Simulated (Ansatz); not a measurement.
K under changes of volume

One of the cells (78.519 Å³/atom); the others are scaled copies at fixed shape and fractional positions:

```xyz
1
Lattice="-2.6976 2.6976 2.6976 2.6976 -2.6976 2.6976 2.6976 2.6976 -2.6976" Properties=species:S:1:pos:R:3 pbc="T T T"
K     0.0000    0.0000    0.0000
```

| Property | Result |
| --- | --- |
| Program | Ansatz 0.2.0 |
| Functional | PBE |
| Potentials or basis | all-electron LAPW, scalar-relativistic |
| Cutoff | 58 eV (chosen from the basis error) |
| Basis error allowed | 0.0005 eV/atom |
| k mesh | 7 × 7 × 7 |
| Occupations | fermi-dirac, width 0.05 eV |
| Spin | no spin polarisation |

```csv
volume (Å³/atom),energy over the lowest point (meV/atom),pressure (GPa)
73.807,0.00,0.0
75.378,?,?
76.948,1.59,-0.1
78.519,3.33,-0.2
80.089,5.62,-0.3
81.659,8.38,-0.3
83.230,11.61,-0.3
```

Q: What does the run at 75.378 Å³/atom give?

A: Energy over the lowest point 0.46 meV/atom; pressure -0.1 GPa.

Worked out: A Birch-Murnaghan fit of order 3 (a polynomial in V^(-2/3)) to the other rows has its minimum at 73.60 Å³/atom, just outside them, with B0 = V·E''(V) = 3.6 GPa and B' = 3.9. It gives 0.46 meV/atom at 75.378 Å³/atom, against the run's 0.46, and -dE/dV = -0.1 GPa, against -0.1.

Energies are extrapolated to zero smearing.
